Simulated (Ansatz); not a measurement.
Moving the screening of exact exchange in Se

It takes space group P3_221 (No. 154, trigonal). The conventional cell has a = 4.355 Å, b = 4.355 Å, c = 4.949 Å, α = 90.00°, β = 90.00°, γ = 120.00°. Se (site symmetry 2) has 2 Se at 2.32 Å as nearest neighbours.

Kept alike: task single point; functional HSE06 form with a typed share of exact exchange; k mesh 4 × 4 × 3; occupations fermi-dirac, width 0.05 eV; no spin polarisation. Program: Ansatz, Ansatz PAW, cutoff 420 eV. Exact-exchange share held at 0.25. The mesh is that of the run's cell of 3 atoms. No spin-orbit coupling.

```tsv
screening of exact exchange, ω (Å⁻¹)	pressure (GPa)
0.1	3.38
0.15	3.43
0.2	3.50
0.3	3.68
0.4	?
0.6	4.33
```

The k mesh is coarse, so the values aren't converged. Pressure is positive in compression, with a Pulay correction for the finite cutoff. All rows use potentials made for PBE. The mesh is thin for exact exchange.

Task: Fit the rows shown and predict the run at 0.4 Å⁻¹.

Result: A least-squares parabola through the rows shown is pressure = 1.394 ω² + 0.942 ω + 3.264 (largest miss 0.008); at ω = 0.4 it gives 3.86 GPa. The run gave: pressure 3.90 GPa.
